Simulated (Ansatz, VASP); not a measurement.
**Si in VASP and in Ansatz**

The input INCAR:

```
SYSTEM = Si
PREC     = Accurate       ! precision mode
ENCUT    = 600            ! plane-wave cutoff, eV
EDIFF    = 1E-6           ! SCF threshold, eV
ISMEAR   = 0              ! smearing method
SIGMA    = 0.1            ! smearing width, eV
LREAL    = .FALSE.        ! projectors in reciprocal space
LASPH    = .TRUE.         ! aspherical terms in the spheres
NELM     = 100            ! most SCF steps
ALGO     = Fast           ! electronic algorithm
ISIF     = 3              ! what is computed and relaxed
LWAVE    = .FALSE.        ! write WAVECAR
LCHARG   = .FALSE.        ! write CHGCAR
GGA      = PE             ! functional
IVDW     = 12             ! dispersion correction
IBRION   = 2              ! ionic algorithm
NSW      = 100            ! ionic steps
EDIFFG   = -0.005         ! ionic threshold
```

Contents of KPOINTS:

```
Automatic mesh
0
G
  18 18 10
  0 0 0
```

Contents of POSCAR:

```
Si
1.0
    2.6655775094      0.0000000000      0.0000000000
   -1.3327887547      2.3084578389      0.0000000000
    0.0000000000      0.0000000000      4.5062692700
Si
2
Direct
    0.3333333300      0.6666666700      0.2500000000
    0.6666666700      0.3333333300      0.7500000000
```

Input for Ansatz:

```yaml
crystal:
  lattice:
    - [2.6655775094, 0.0, 0.0]
    - [-1.3327887547, 2.3084578389, 0.0]
    - [0.0, 0.0, 4.50626927]
  atoms:
    - { symbol: Si, position: [0.33333333, 0.66666667, 0.25] }
    - { symbol: Si, position: [0.66666667, 0.33333333, 0.75] }
basis:
  ecutwfc: 420
kpoints:
  mp_grid: { grid: [18, 18, 10] }
hamiltonian:
  xc: pbe
  dispersion: d3bj
scf:
  occupations: { method: gaussian, width: 0.1 }
output:
  forces: true
  stress: true
  eigenvalues: true
  write_density: true
  write_potential: true
  elf: true
  volumetric_format: npy
relax:
  adjacent_minimum: "off"
  f_tol: 0.005
  max_steps: 80
  cell: { stress_tol: 0.05 }
```

This isn't the form of Si at room conditions, which is diamond.

Alike in both runs: task relaxation of cell and atoms; functional PBE; dispersion D3(BJ); k mesh 18 × 18 × 10; occupations gaussian, width 0.1 eV; no spin polarisation.

|  | VASP | Ansatz |
| --- | --- | --- |
| version | VASP 6.6.1 | Ansatz 0.2.0 |
| potentials or method | VASP PAW PBE potentials, release 64 (Si) | scalar-relativistic, plane waves, PAW |
| plane-wave cutoff (eV) | 600 | 420 |
| valence electrons in the cell | 8 | 8 |

```csv
,VASP,Ansatz,Ansatz less VASP
"gap on the k mesh at the Fermi level, each at its own relaxed structure (eV)",none,none,-
relaxed volume (Å³/atom),13.56,13.58,+0.013
relaxed cell length with the largest relative difference (Å),2.636,2.637,+0.0011
energy change over the relaxation (meV/atom),-2,-2,+0.1
```

A gap of «none» marks a metal or a gap that the smearing closes.

Caveats: pairwise dispersion overbinds metals, which lowers pressure and volume.
